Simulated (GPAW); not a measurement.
Crystal: GaSb.

```
Sb Ga
1.0
     0.00000    3.05900    3.05900
     3.05900    0.00000    3.05900
     3.05900    3.05900    0.00000
Sb Ga
1 1
Cartesian
  4.5885 4.5885 4.5885
  0.0000 0.0000 0.0000
```

Program: GPAW 26.7.0. Alike in all runs: no spin polarisation; cell as given.

Question: Order these runs on this cell by their pressure, lowest first.
A. level PBE; potentials or basis GPAW PAW data sets (gpaw-data 1.2.1), pw; k mesh 8 × 8 × 8; cutoff (eV) 600; smearing gaussian 0.026 eV; mesh quality not flagged
B. level BLYP; potentials or basis PAW data sets generated in the run's folder for this functional, pw; k mesh 8 × 8 × 8; cutoff (eV) 600; smearing fermi-dirac 0.05 eV; eigensolver davidson; band path GXWKGLUWLK,UX; band points 60; mesh quality not flagged
C. level PBEsol; potentials or basis PAW data sets generated in the run's folder for this functional, pw; k mesh 4 × 4 × 4; cutoff (eV) 510; smearing fermi-dirac 0.01 eV; mesh quality coarse

Answer: C (0.0 GPa), A (2.3 GPa), B (5.2 GPa).

Caveats: some runs use coarse meshes; the cutoff is short for stress and forces, so pressures can be off by a GPa or more (some runs).

Not every run made on this cell is shown here.
